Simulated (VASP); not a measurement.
# Te2Mo in VASP: a series of runs

Runs on Te2Mo. Level: LDA. Tasks: single point.

All numbers are computed with VASP 6.6.1; they aren't measurements. Logs are shortened: lines on timing, memory, paths and dates and some standing lists are left out, and cuts for length are marked.

**1. The structure**

The cell holds a slab with vacuum, 3 atoms: a = 3.622 Å, b = 3.622 Å, c = 17.830 Å, α = 90.00°, β = 90.00°, γ = 120.00°.

**2. Single point, LDA**

Input file INCAR:

```
  PREC = Accurate
  ENCUT = 520
  EDIFF = 1E-6
  ISMEAR = -1
  SIGMA = 0.1
  LREAL = F
  LASPH = T
  NELM = 100
  ALGO = Normal
  ISIF = 2
  LWAVE = F
  LCHARG = F
  NBANDS = 20
```

Input file KPOINTS:

```
regular mesh
0
Gamma
  8 8 2
```

Input file POSCAR:

```
Te2Mo
1.0
    3.6224330203      0.0000000000      0.0000000000
   -1.8112160014      3.1371187938      0.0000000000
    0.0000000000      0.0000000000     17.8302168283
Te Mo
2 1
Direct
    0.3333333333      0.6666666667      0.8978550000
    0.3333333333      0.6666666667      0.1021450000
    0.0000000000      0.0000000000      0.0000000000
```

Potentials or basis: VASP PAW LDA potentials, release 64 (Te, Mo_sv).

Launch:

```console
> cat potpaw_LDA.64/Te/POTCAR potpaw_LDA.64/Mo_sv/POTCAR > POTCAR
> mpirun -np 1 vasp_std > vasp.out
```

OUTCAR:

```text
PREC = Accurate
   ENCUT = 520
   EDIFF = 1E-6
   ISMEAR = -1
   LREAL = F
   LASPH = T
   NELM = 100
   ISIF = 2

 ion  position               nearest neighbor table
   1  0.333  0.667  0.898-   3 2.77   3 2.77   3 2.77   2 3.64
   2  0.333  0.667  0.102-   3 2.77   3 2.77   3 2.77   1 3.64
   3  0.000  0.000  0.000-   1 2.77   2 2.77   1 2.77   2 2.77   1 2.77   2 2.77

  LATTYP: Found a hexagonal cell.
 ALAT       =     3.6224330203
 C/A-ratio  =     4.9221660493

  Lattice vectors:

 A1 = (   3.6224330203,   0.0000000000,   0.0000000000)
 A2 = (  -1.8112160014,   3.1371187938,   0.0000000000)
 A3 = (   0.0000000000,   0.0000000000,  17.8302168283)

Analysis of symmetry for initial positions (statically):
=====================================================================
 Subroutine PRICEL returns:
 Original cell was already a primitive cell.

 Routine SETGRP: Setting up the symmetry group for a
 hexagonal supercell.

 Subroutine GETGRP returns: Found 12 space group operations
 (whereof 12 operations were pure point group operations)
 out of a pool of 24 trial point group operations.

The static configuration has the point symmetry D_3h.

Analysis of symmetry for dynamics (positions and initial velocities):
=====================================================================
 Subroutine PRICEL returns:
 Original cell was already a primitive cell.

 Routine SETGRP: Setting up the symmetry group for a
 hexagonal supercell.

 Subroutine GETGRP returns: Found 12 space group operations
 (whereof 12 operations were pure point group operations)
 out of a pool of 24 trial point group operations.

The dynamic configuration has the point symmetry D_3h.

 Subroutine INISYM returns: Found 12 space group operations
 (whereof 12 operations are pure point group operations),
 and found     1 'primitive' translations

----------------------------------------------------------------------------------------

                                     Primitive cell

  volume of cell :     202.6226

  direct lattice vectors                    reciprocal lattice vectors
     3.622433020  0.000000000  0.000000000     0.276057554  0.159381870  0.000000000
    -1.811216001  3.137118794  0.000000000     0.000000000  0.318763829  0.000000000
     0.000000000  0.000000000 17.830216828     0.000000000  0.000000000  0.056084568

  length of vectors
     3.622433020  3.622432571 17.830216828     0.318763790  0.318763829  0.056084568

[... 75 lines left out ...]
   ENCUT  =  520.0 eV  38.22 Ry    6.18 a.u.   6.74  6.74 33.15*2*pi/ulx,y,z
   NELM   =    100;   NELMIN=  2; NELMDL= -5     # of ELM steps
   EDIFF  = 0.1E-05   stopping-criterion for ELM
   LREAL  =      F    real-space projection
   EDIFFG = 0.1E-04   stopping-criterion for IOM
   NSW    =      0    number of steps for IOM
   IBRION =     -1    ionic relax: 0-MD 1-quasi-New 2-CG
   NFREE  =      0    steps in history (QN), initial steepest desc. (CG)
   ISIF   =      2    stress and relaxation
   ISYM   =      2    0-nonsym 1-usesym 2-fastsym
   POTIM  = 0.5000    time-step for ionic-motion
   TEBEG  =    0.0;   TEEND  =   0.0 temperature during run
   PSTRESS=    0.0 pullay stress
   NELECT =      26.0000    total number of electrons
   NUPDOWN=      -1.0000    fix difference up-down
   EMIN   =  10.00;   EMAX   =-10.00  energy-range for DOS
   EFERMI =   0.00;   METHOD = LEGACY
   ISMEAR =    -1;   SIGMA  =   0.10  broadening in eV -4-tet -1-fermi 0-gaus
   EFERMI_NEDOS =   21; number of points for ismear=-14 and -15
   IALGO  =     38    algorithm
   IMIX   =      4    mixing-type and parameters
     AMIX     =   0.40;   BMIX     =  1.00
     AMIX_MAG =   1.60;   BMIX_MAG =  1.00
  volume/ion in A,a.u.               =      67.54       455.79
  Fermi-wavevector in a.u.,A,eV,Ry     =   0.825727  1.560398  9.276800  0.681826
  Thomas-Fermi vector in A             =   1.937636
   LORBIT       =      0    0 simple, 1 ext, 2 COOP (PROOUT), +10 PAW based schemes
   GGA     = CA    functional components
   LHFCALC =     F    Hartree Fock is set to
   AEXX    =    0.0000 exact exchange contribution
   IVDW    =     0    specifies the selected vdW correction
   LEPSILON=     F    determine dielectric tensor
   LRPA    =     F    only Hartree local field effects (RPA)
 non-spin polarized calculation
  energy-cutoff  :      520.00
  volume of cell :      202.62
 maximum number of plane-waves:      5502
 NGX is ok and might be reduce to    28
   NGX = 13   NGY = 13   NGZ = 67

 number of electron      26.0000002 magnetization

 Free energy of the ion-electron system (eV)
  ---------------------------------------------------
  ext. energy  EPLUGINS =         0.00000000
  ---------------------------------------------------
  free energy    TOTEN  =       -20.25115874 eV

  energy without entropy =      -20.24974892  energy(sigma->0) =      -20.25045383

 E-fermi :   0.1300     XC(G=0):  -4.7028

 val. band max:       -0.4445262137   @ k =   0.3750   0.2500   0.5000
 cond. band min:       0.7157655283   @ k =   0.3750   0.2500   0.5000
 fundamental gap:      1.1602917421
 Fermi energy:         0.1300116932

 k-point     1 :       0.0000    0.0000    0.0000
  band No.  band energies     occupation
      1     -60.7619      2.00000
      2     -35.0591      2.00000
      3     -34.9807      2.00000
      4     -34.9807      2.00000
      5     -12.6493      2.00000
      6     -11.7697      2.00000
[... 449 lines left out ...]
     19       5.3762      0.00000
     20       6.6677      0.00000

------------------------ aborting loop because EDIFF is reached ----------------------------------------

  FORCE on cell =-STRESS in cart. coord.  units (eV):
  Direction    XX          YY          ZZ          XY          YZ          ZX
  --------------------------------------------------------------------------------------
  -------------------------------------------------------------------------------------
  Total       -4.3334457     -4.3334451     -3.7610355     -0.0000007      0.0000000      0.0000000
  in kB      -34.2654143    -34.2654094    -29.7392536     -0.0000056      0.0000000      0.0000000
  external PRESSURE =     -32.7566924 kB  Pullay stress =       0.0000000 kB

 VOLUME and BASIS-vectors are now :
 -----------------------------------------------------------------------------
  energy-cutoff  :      520.00
  volume of cell :      202.62
      direct lattice vectors                 reciprocal lattice vectors
     3.622433020  0.000000000  0.000000000     0.276057554  0.159381870  0.000000000
    -1.811216001  3.137118794  0.000000000     0.000000000  0.318763829  0.000000000
     0.000000000  0.000000000 17.830216828     0.000000000  0.000000000  0.056084568

 POSITION                                       TOTAL-FORCE (eV/Angst)
 -----------------------------------------------------------------------------------
      0.00000      2.09141     16.00895        -0.000000      0.000000      1.029128
      0.00000      2.09141      1.82127        -0.000000      0.000000     -1.029128
      0.00000      0.00000      0.00000         0.000000      0.000000      0.000000
 -----------------------------------------------------------------------------------
    total drift:                               -0.000009     -0.000004     -0.000000

  FREE ENERGIE OF THE ION-ELECTRON SYSTEM (eV)
  ---------------------------------------------------
  free  energy   TOTEN  =       -20.2511587380 eV

  energy  without entropy=      -20.2497489157  energy(sigma->0) =      -20.25045383
```

stdout:

```text
POSCAR found type information on POSCAR TeMo
 POSCAR found :  2 types and       3 ions
 scaLAPACK will be used
 LDA part: xc-table for (Slater(with rela. corr.)+CA(PZ))
 , standard interpolation
 POSCAR, INCAR and KPOINTS ok, starting setup
 FFT: planning ... GRIDC
 FFT: planning ... GRID_SOFT
 FFT: planning ... GRID
 WAVECAR not read
 entering main loop
```

Wall time 72 s (1 thread of Intel Xeon Platinum 8488C (Sapphire Rapids), shared host); peak memory 0.28 GiB.

Results:

* Free energy: -20.2512 eV
* Largest force: 1.029 eV/Å
* Band gap on the k mesh: 1.16 eV, direct

Forces in eV/Å, atoms in the order of the input:
```
Te   0.000  0.000  1.029
Te   0.000  0.000 -1.029
Mo   0.000  0.000  0.000
```

Caveat: spin-orbit coupling is left out, which moves the levels of the heavy elements.

**3. Single point, LDA**

This run uses another cell than the first one, of 69.25 Å³/atom, 1.025 times its volume.

Input file INCAR:

```
SYSTEM = Te2Mo
PREC = Accurate
ENCUT = 520
EDIFF = 1E-7
ISMEAR = -1
SIGMA = 0.1
LREAL = .False.
LASPH = .True.
NELM = 100
ALGO = Fast
ISIF = 2
LWAVE = .False.
LCHARG = .True.
GGA = CA
LELF = .True.
LVHAR = .True.
NBANDS = 20
```

Input file KPOINTS:

```
regular mesh
0
Gamma
  8 8 2
  0 0 0
```

Input file POSCAR:

```
Te2Mo
1.0
    3.6527476767      0.0000000000      0.0000000000
   -1.8263733254      3.1633720545      0.0000000000
    0.0000000000      0.0000000000     17.9794306009
Te Mo
2 1
Direct
    0.3333333333      0.6666666667      0.8978550000
    0.3333333333      0.6666666667      0.1021450000
    0.0000000000      0.0000000000      0.0000000000
```

Potentials or basis: VASP PAW LDA potentials, release 64 (Te, Mo_sv).

Launch:

```console
> cat potpaw_LDA.64/Te/POTCAR potpaw_LDA.64/Mo_sv/POTCAR > POTCAR
> mpirun -np 1 vasp_std > vasp.out
```

It took 88 s on 1 thread of Intel Xeon Platinum 8488C (Sapphire Rapids), shared host; peak memory 0.28 GiB.

The run converged. Its results:

* Free energy: -20.1363 eV
* Largest force: 1.307 eV/Å
* Band gap on the k mesh: 1.12 eV, direct

Forces in eV/Å, atoms in the order of the input:
```
Te   0.000  0.000  1.307
Te   0.000  0.000 -1.307
Mo   0.000  0.000  0.000
```

Levels at points of the mesh, in eV from the valence-band top:
```tsv
k point	band 9	band 10	band 11	band 12	band 13	band 14	band 15	band 16	band 17	band 18
(0.00, 0.00, 0.00)	-1.48	-1.45	-0.78	-0.78	-0.24	2.79	2.79	3.01	3.01	4.33
(0.50, 0.00, 0.00)	-2.99	-2.06	-1.41	-0.54	-0.33	1.31	1.62	3.08	3.39	3.84
(0.00, 0.00, 0.50)	-1.48	-1.45	-0.78	-0.78	-0.24	2.79	2.79	3.01	3.01	4.38
(0.50, 0.00, 0.50)	-2.99	-2.06	-1.41	-0.54	-0.33	1.31	1.62	3.08	3.39	3.84
```

Caveat: spin-orbit coupling is left out, which moves the levels of the heavy elements.
